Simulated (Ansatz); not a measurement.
```yaml
crystal:
  lattice:
    - [0.0, 3.2946930311, 3.2946930311]
    - [3.2946930311, 0.0, 3.2946930311]
    - [3.2946930311, 3.2946930311, 0.0]
  atoms:
    - { symbol: K, position: [0.0, 0.0, 0.0] }
basis:
  ecutwfc: 420
  ecutrho_ratio: 4
kpoints:
  mp_grid: { grid: [6, 6, 6] }
hamiltonian:
  xc: pbe
scf:
  occupations: { method: gaussian, width: 0.05 }
output:
  forces: true
  stress: true
  eigenvalues: true
```

Problem. What does this Ansatz input ask for?

Solution. It asks for a single-point calculation of K with PBE (scalar-relativistic), a cutoff of 420 eV (density cutoff 4 times that), a Γ-centred 6×6×6 mesh and Gaussian smearing of 0.05 eV, without spin polarisation. Forces, stress and eigenvalues are wanted.

Problem. How large is the problem?

Solution. 9 valence electrons, 1411 plane waves at Γ, 48 symmetry operations and 16 irreducible k-points; it took 6 SCF iterations in all.

At room temperature and ambient pressure K is bcc.
